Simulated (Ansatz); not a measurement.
## BaTiO3 under changes of volume

One of the cells (12.856 Å³/atom); the others are scaled copies at fixed shape and fractional positions:

```xyz
5
Lattice="3.9998 0.0000 0.0000 0.0000 3.9998 0.0000 0.0000 0.0000 4.0180" Properties=species:S:1:pos:R:3 pbc="T T T"
Ba    0.0000    0.0000    0.0000
Ti    1.9999    1.9999    1.9688
O     0.0000    1.9999    2.0773
O     1.9999    0.0000    2.0773
O     1.9999    1.9999    0.0763
```

```yaml
Program: Ansatz 0.2.0
Functional: RPBE
Dispersion: D3(BJ)
Potentials_or_basis: Ansatz PAW
Cutoff: "420 eV (not typed: the program's choice for these potentials)"
k_mesh: 7 × 7 × 7
Occupations: fermi-dirac, width 0.05 eV
Spin: no spin polarisation
```

| volume (Å³/atom) | energy over the lowest point (meV/atom) | pressure (GPa) | gap on the mesh (eV) | largest force (eV/Å) |
| --- | --- | --- | --- | --- |
| 12.085 | 0.00 | -9.3 | 2.11 | 0.202 |
| 12.342 | 18.03 | -13.0 | 2.06 | 0.104 |
| 12.599 | 41.66 | -16.3 | 2.01 | 0.133 |
| 12.856 | 70.16 | -19.2 | 1.97 | 0.261 |
| 13.113 | ? | ? | ? | ? |
| 13.371 | 139.69 | -23.9 | 1.87 | 0.492 |
| 13.628 | 179.69 | -25.9 | 1.83 | 0.595 |

Problem. What does the run at 13.113 Å³/atom give?

Solution. Energy over the lowest point 103.01 meV/atom; pressure -21.7 GPa; gap on the mesh 1.92 eV; largest force 0.380 eV/Å.

Worked out: A Birch-Murnaghan fit of order 3 (a polynomial in V^(-2/3)) to the other rows has no minimum within the range. It gives 102.95 meV/atom at 13.113 Å³/atom, against the run's 103.01, and -dE/dV = -21.7 GPa, against -21.7. A straight line through the other rows of the gap, of slope -2.34 eV per unit of ln V, gives 1.92 eV, against the run's 1.92.

Energies are extrapolated to zero smearing.

Caveats: odd divisions of the mesh miss points on the zone boundary, where band edges often lie, so the gap on the mesh can be too wide; spin-orbit coupling is left out, which moves the levels of the heavy elements; the PAW data sets come from PBE, with cores solved anew for the run's functional, which leaves a small shift of forces and pressure.

A mesh can miss the band edges.
